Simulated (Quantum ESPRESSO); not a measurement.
MgS (Niningerite): zone-centre phonons and dielectric response under several settings

```
S Mg
1.0
     0.00000    2.60165    2.60165
     2.60165    0.00000    2.60165
     2.60165    2.60165    0.00000
S Mg
1 1
Cartesian
  2.6016 2.6016 2.6016
  0.0000 0.0000 0.0000
```

All runs used Quantum ESPRESSO 7.5; k mesh 4 × 4 × 4, shifted; relaxed cell; no spin polarisation; cutoff 612 eV; occupations smeared at first, fixed for the response.

```tsv
level	potentials	volume (Å³/atom)	lowest optical mode without the field (cm⁻¹)	highest mode with the field (cm⁻¹)	ε∞ (mean)	ε0 (mean)	Born charge of atom 1 (e)
LDA	GBRV 1.5 LDA	16.85	253	404	5.64	14.4	-2.31
PBE	GBRV 1.5 PBE	?	?	?	?	?	?
PBEsol	GBRV 1.5 PBEsol	17.37	243	397	5.57	14.9	-2.32
```

Q: What stands in the row left open?

A: Volume 17.85 Å³/atom; lowest optical mode without the field 225 cm⁻¹; highest mode with the field 389 cm⁻¹; ε∞ 5.45; ε0 16.3; Born charge of atom 1 -2.35 e.
